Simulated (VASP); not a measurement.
# Pd (Im-3m) in VASP: further runs

Aim: see how the results for Pd move with the level of theory and the settings. Levels: r2SCAN, PBE. Tasks: single point.

All numbers are computed with VASP 6.6.1; they aren't measurements. Logs are shortened: lines on timing, memory, paths and dates and some standing lists are left out, and cuts for length are marked.

## Step 1: The structure

Symmetry: Im-3m, No. 229, cubic system. The conventional cell has a = 3.109 Å, b = 3.109 Å, c = 3.109 Å, α = 90.00°, β = 90.00°, γ = 90.00°. Pd (site symmetry m-3m) has 8 Pd at 2.69 Å as nearest neighbours.

The cell was built by a generator and needn't be a form met in nature.

## Step 2: Single point, r2SCAN

POSCAR reads:

```
Pd
1.0
   -1.5544442748      1.5544442748      1.5544442748
    1.5544442748     -1.5544442748      1.5544442748
    1.5544442748      1.5544442748     -1.5544442748
Pd
1
Direct
    0.0000000000      0.0000000000      0.0000000000
```

INCAR.step1 reads:

```
SYSTEM = Pd
PREC = Accurate
ENCUT = 520
ISMEAR = 0
SIGMA = 0.05
LREAL = .FALSE.
LASPH = .TRUE.
NELM = 80
NBANDS = 11
GGA = PE
ALGO = Normal
EDIFF = 1E-4
LWAVE = .TRUE.
LCHARG = .FALSE.
```

INCAR.step2 reads:

```
SYSTEM = Pd
PREC = Accurate
ENCUT = 520
EDIFF = 1E-6
ISMEAR = 0
SIGMA = 0.05
LREAL = .FALSE.
LASPH = .TRUE.
NELM = 80
ALGO = Normal
ISIF = 2
LWAVE = .FALSE.
LCHARG = .FALSE.
METAGGA = R2SCAN
LMIXTAU = .TRUE.
NBANDS = 11
ISTART = 1
```

KPOINTS reads:

```
Automatic mesh
0
G
  18 18 18
  0 0 0
```

Potentials or basis: VASP PAW PBE potentials, release 64 (Pd).

Started as:

```console
> cat potpaw_PBE.64/Pd/POTCAR > POTCAR
> cp INCAR.step1 INCAR
> mpirun -np 1 vasp_std > vasp.out
> cp INCAR.step2 INCAR
> mpirun -np 1 vasp_std > vasp.out
```

OUTCAR:

```text
SYSTEM = Pd
   PREC = Accurate
   ENCUT = 520
   EDIFF = 1E-6
   ISMEAR = 0
   LREAL = .FALSE.
   LASPH = .TRUE.
   NELM = 80
   ISIF = 2
   METAGGA = R2SCAN
   ISTART = 1

 ion  position               nearest neighbor table
   1  0.000  0.000  0.000-

  LATTYP: Found a body centered cubic cell.
 ALAT       =     3.1088885496

  Lattice vectors:

 A1 = (  -1.5544442748,   1.5544442748,   1.5544442748)
 A2 = (   1.5544442748,  -1.5544442748,   1.5544442748)
 A3 = (   1.5544442748,   1.5544442748,  -1.5544442748)

Analysis of symmetry for initial positions (statically):
=====================================================================
 Subroutine PRICEL returns:
 Original cell was already a primitive cell.

 Routine SETGRP: Setting up the symmetry group for a
 body centered cubic supercell.

 Subroutine GETGRP returns: Found 48 space group operations
 (whereof 48 operations were pure point group operations)
 out of a pool of 48 trial point group operations.

The static configuration has the point symmetry O_h .

Analysis of symmetry for dynamics (positions and initial velocities):
=====================================================================
 Subroutine PRICEL returns:
 Original cell was already a primitive cell.

 Routine SETGRP: Setting up the symmetry group for a
 body centered cubic supercell.

 Subroutine GETGRP returns: Found 48 space group operations
 (whereof 48 operations were pure point group operations)
 out of a pool of 48 trial point group operations.

The dynamic configuration has the point symmetry O_h .

 Subroutine INISYM returns: Found 48 space group operations
 (whereof 48 operations are pure point group operations),
 and found     1 'primitive' translations

----------------------------------------------------------------------------------------

                                     Primitive cell

  volume of cell :      15.0240

  direct lattice vectors                    reciprocal lattice vectors
    -1.554444275  1.554444275  1.554444275     0.000000000  0.321658362  0.321658362
     1.554444275 -1.554444275  1.554444275     0.321658362  0.000000000  0.321658362
     1.554444275  1.554444275 -1.554444275     0.321658362  0.321658362  0.000000000

  length of vectors
     2.692376461  2.692376461  2.692376461     0.454893619  0.454893619  0.454893619

  position of ions in fractional coordinates (direct lattice)
     0.000000000  0.000000000  0.000000000

  ion indices of the primitive-cell ions
   primitive index   ion index
                 1           1

----------------------------------------------------------------------------------------

 KPOINTS: Automatic mesh

Automatic generation of k-mesh.
 Grid dimensions read from file:
 generate k-points for:   18   18   18

 Generating k-lattice:

  Cartesian coordinates                     Fractional coordinates (reciprocal lattice)
     0.000000000  0.017869909  0.017869909     0.055555556  0.000000000  0.000000000
     0.017869909  0.000000000  0.017869909     0.000000000  0.055555556  0.000000000
     0.017869909  0.017869909  0.000000000     0.000000000  0.000000000  0.055555556

  Length of vectors
     0.025271868  0.025271868  0.025271868

  Shift w.r.t. Gamma in fractional coordinates (k-lattice)
     0.000000000  0.000000000  0.000000000

 Subroutine IBZKPT returns following result:
 ===========================================

 Found    195 irreducible k-points:

 Following reciprocal coordinates:
            Coordinates               Weight
  0.000000  0.000000  0.000000      1.000000
  0.055556  0.000000  0.000000     12.000000
  0.111111  0.000000  0.000000     12.000000
  0.166667  0.000000  0.000000     12.000000
  0.222222  0.000000  0.000000     12.000000
  0.277778  0.000000  0.000000     12.000000
[... 16 lines left out ...]
  0.333333  0.111111 -0.000000     48.000000
  0.388889  0.111111  0.000000     48.000000
 [... further k-points ...]
   k-points           NKPTS =    195   k-points in BZ     NKDIM =    195   number of bands    NBANDS=     11
   number of dos      NEDOS =    301   number of ions     NIONS =      1
   total plane-waves  NPLWV =   8000
   dimension x,y,z NGX =    20 NGY =   20 NGZ =   20
   dimension x,y,z NGXF=    40 NGYF=   40 NGZF=   40
   ions per type =               1
   NGX,Y,Z   is equivalent  to a cutoff of  12.35, 12.35, 12.35 a.u.
   NGXF,Y,Z  is equivalent  to a cutoff of  24.70, 24.70, 24.70 a.u.
 SYSTEM =  Pd
   PREC   = accura    normal or accurate (medium, high low for compatibility)
   ISTART =      1    job   : 0-new  1-cont  2-samecut
   ICHARG =      0    charge: 1-file 2-atom 10-const
   ISPIN  =      1    spin polarized calculation?
   LNONCOLLINEAR =      F non collinear calculations
   LSORBIT =      F    spin-orbit coupling
   LASPH  =      T    aspherical Exc in radial PAW
   ENCUT  =  520.0 eV  38.22 Ry    6.18 a.u.   5.01  5.01  5.01*2*pi/ulx,y,z
   NELM   =     80;   NELMIN=  2; NELMDL=  0     # of ELM steps
   EDIFF  = 0.1E-05   stopping-criterion for ELM
   LREAL  =      F    real-space projection
   EDIFFG = 0.1E-04   stopping-criterion for IOM
   NSW    =      0    number of steps for IOM
   IBRION =     -1    ionic relax: 0-MD 1-quasi-New 2-CG
   NFREE  =      0    steps in history (QN), initial steepest desc. (CG)
   ISIF   =      2    stress and relaxation
   ISYM   =      2    0-nonsym 1-usesym 2-fastsym
   POTIM  = 0.5000    time-step for ionic-motion
   TEBEG  =    0.0;   TEEND  =   0.0 temperature during run
   PSTRESS=    0.0 pullay stress
   NELECT =      10.0000    total number of electrons
   NUPDOWN=      -1.0000    fix difference up-down
   EMIN   =  10.00;   EMAX   =-10.00  energy-range for DOS
   EFERMI =   0.00;   METHOD = LEGACY
   ISMEAR =     0;   SIGMA  =   0.05  broadening in eV -4-tet -1-fermi 0-gaus
   EFERMI_NEDOS =   21; number of points for ismear=-14 and -15
   IALGO  =     38    algorithm
   IMIX   =      4    mixing-type and parameters
     AMIX     =   0.40;   BMIX     =  1.00
     AMIX_MAG =   1.60;   BMIX_MAG =  1.00
  volume/ion in A,a.u.               =      15.02       101.39
  Fermi-wavevector in a.u.,A,eV,Ry     =   1.429376  2.701128 27.798259  2.043114
  Thomas-Fermi vector in A             =   2.549336
   LORBIT       =      0    0 simple, 1 ext, 2 COOP (PROOUT), +10 PAW based schemes
   METAGGA = R2SCAN    functional components
   LHFCALC =     F    Hartree Fock is set to
   AEXX    =    0.0000 exact exchange contribution
   IVDW    =     0    specifies the selected vdW correction
   LEPSILON=     F    determine dielectric tensor
   LRPA    =     F    only Hartree local field effects (RPA)
 non-spin polarized calculation
 Gauss-broadening in eV      SIGMA  =   0.05
  energy-cutoff  :      520.00
  volume of cell :       15.02
 maximum number of plane-waves:       420
   NGX =  9   NGY =  9   NGZ =  9

 number of electron      10.0000004 magnetization

 Free energy of the ion-electron system (eV)
  ---------------------------------------------------
  ext. energy  EPLUGINS =         0.00000000
  ---------------------------------------------------
  free energy    TOTEN  =       -22.90839550 eV

  energy without entropy =      -22.90656898  energy(sigma->0) =      -22.90748224

 E-fermi :   9.3255     XC(G=0): -13.9818

 val. band max:        9.3250048022   @ k =   0.5000   0.5000   0.4444
 cond. band min:       9.3278850768   @ k =  -0.3889   0.3889   0.1111
 fundamental gap:      0.0028802747
 Fermi energy:         9.3255326160

 k-point     1 :       0.0000    0.0000    0.0000
  band No.  band energies     occupation
      1       2.2807      2.00000
      2       6.3410      2.00000
      3       6.3410      2.00000
      4       6.3410      2.00000
      5       8.2904      2.00000
      6       8.2904      2.00000
      7      29.6283      0.00000
      8      29.6283      0.00000
      9      29.6283      0.00000
     10      31.9539      0.00000
     11      38.2302      0.00000

 k-point     2 :       0.0556    0.0000    0.0000
  band No.  band energies     occupation
      1       2.4020      2.00000
      2       6.3006      2.00000
      3       6.3434      2.00000
      4       6.4267      2.00000
      5       8.2426      2.00000
      6       8.2934      2.00000
      7      29.5478      0.00000
      8      29.6468      0.00000
      9      29.7708      0.00000
     10      31.9507      0.00000
     11      36.9458      0.00000

 k-point     3 :       0.1111    0.0000    0.0000
  band No.  band energies     occupation
      1       2.7522      2.00000
      2       6.1856      2.00000
      3       6.3483      2.00000
      4       6.6788      2.00000
      5       8.1273      2.00000
      6       8.3032      2.00000
      7      29.1648      0.00000
      8      29.5995      0.00000
      9      30.1829      0.00000
     10      31.9401      0.00000
     11      35.6236      0.00000

 k-point     4 :       0.1667    0.0000    0.0000
  band No.  band energies     occupation
      1       3.2783      2.00000
      2       6.0143      2.00000
      3       6.3684      2.00000
      4       7.0816      2.00000
      5       8.0135      2.00000
      6       8.3220      2.00000
      7      28.1556      0.00000
      8      29.2262      0.00000
      9      30.8193      0.00000
     10      31.9254      0.00000
     11      35.0707      0.00000
[... 239 lines left out ...]
 k-point    22 :       0.2778    0.1111    0.0000
  band No.  band energies     occupation
      1       4.5193      2.00000
      2       5.4832      2.00000
      3       7.0378      2.00000
      4       7.9994      2.00000
      5       8.5790      2.00000
      6       9.8345      0.00000
      7      22.2053      0.00000
      8      25.8126      0.00000
      9      28.7820      0.00000
     10      31.9670      0.00000
     11      33.0364      0.00000

 k-point    23 :       0.3333    0.1111   -0.0000
  band No.  band energies     occupation
      1       4.4077      2.00000
      2       5.3432      2.00000
      3       7.5952      2.00000
      4       8.1476      2.00000
      5       8.7693      2.00000
      6      10.9015      0.00000
      7      20.0691      0.00000
      8      25.1463      0.00000
      9      27.8198      0.00000
     10      31.9612      0.00000
     11      33.7247      0.00000

 k-point    24 :       0.3889    0.1111    0.0000
  band No.  band energies     occupation
      1       4.3009      2.00000
      2       5.2564      2.00000
      3       7.8957      2.00000
      4       8.2080      2.00000
      5       9.0662      2.00000
      6      11.9866      0.00000
      7      18.3052      0.00000
      8      24.7063      0.00000
      9      27.1879      0.00000
     10      31.9580      0.00000
     11      34.2259      0.00000

 [... further k-points ...]

------------------------ aborting loop because EDIFF is reached ----------------------------------------

  FORCE on cell =-STRESS in cart. coord.  units (eV):
  Direction    XX          YY          ZZ          XY          YZ          ZX
  --------------------------------------------------------------------------------------
  -------------------------------------------------------------------------------------
  Total        0.0556607      0.0556607      0.0556607      0.0000000      0.0000000      0.0000000
  in kB        5.9357264      5.9357264      5.9357264      0.0000000      0.0000000      0.0000000
  external PRESSURE =       5.9357264 kB  Pullay stress =       0.0000000 kB

 VOLUME and BASIS-vectors are now :
 -----------------------------------------------------------------------------
  energy-cutoff  :      520.00
  volume of cell :       15.02
      direct lattice vectors                 reciprocal lattice vectors
    -1.554444275  1.554444275  1.554444275     0.000000000  0.321658362  0.321658362
     1.554444275 -1.554444275  1.554444275     0.321658362  0.000000000  0.321658362
     1.554444275  1.554444275 -1.554444275     0.321658362  0.321658362  0.000000000

 POSITION                                       TOTAL-FORCE (eV/Angst)
 -----------------------------------------------------------------------------------
      0.00000      0.00000      0.00000        -0.000000      0.000000     -0.000000
 -----------------------------------------------------------------------------------
    total drift:                                0.000000     -0.000000      0.000000

  FREE ENERGIE OF THE ION-ELECTRON SYSTEM (eV)
  ---------------------------------------------------
  free  energy   TOTEN  =       -22.9083955011 eV

  energy  without entropy=      -22.9065689801  energy(sigma->0) =      -22.90748224
```

It took 2.4 min on 1 thread of Intel Xeon Platinum 8175M at 2.50GHz (Skylake/Cascade Lake), shared host; peak memory 0.15 GiB.

What came out:

```yaml
Free_energy: -22.9084 eV
Pressure: 0.6 GPa
Band_gap_on_the_k_mesh: none (metal or under the smearing width)
```

Caveat: the PAW data sets were made with another functional, which shifts forces and pressure a little.

(Continued in part 2 of 2.)
